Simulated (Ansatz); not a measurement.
Crystal: I.

```
CELL_PARAMETERS angstrom
3.63503 -2.39502 0.00000
3.63503 2.39502 0.00000
0.00000 0.00000 9.79344
ATOMIC_POSITIONS crystal
I 0.64930 0.35070 0.38440
I 0.14930 0.85070 0.11560
I 0.35070 0.64930 0.61560
I 0.85070 0.14930 0.88440
```

Base run:

* Program: Ansatz 0.2.0
* Functional: B3LYP
* Potentials or basis: Ansatz PAW
* Cutoff: 420 eV
* Density cutoff: 1680 eV
* k mesh: 4 × 4 × 2
* Occupations: fermi-dirac, width 0.05 eV
* Spin: no spin polarisation

Its results: band gap on the k mesh 2.50 eV, indirect (least direct gap 2.72 eV); largest force 0.558 eV/Å.

Question: The run is repeated on the same cell with these changes: functional from B3LYP to HSE06 form with a typed share of exact exchange. What comes out?

Answer: Band gap on the k mesh 2.30 eV, indirect (least direct gap 2.52 eV); largest force 0.264 eV/Å.

Caveats: spin-orbit coupling is left out, which moves the levels of the heavy elements; the PAW data sets come from PBE, with cores solved anew for the run's functional, which leaves a small shift of forces and pressure; the potentials were made for another functional, which shifts forces and pressure (some runs).

Not every run made on this cell is shown here.
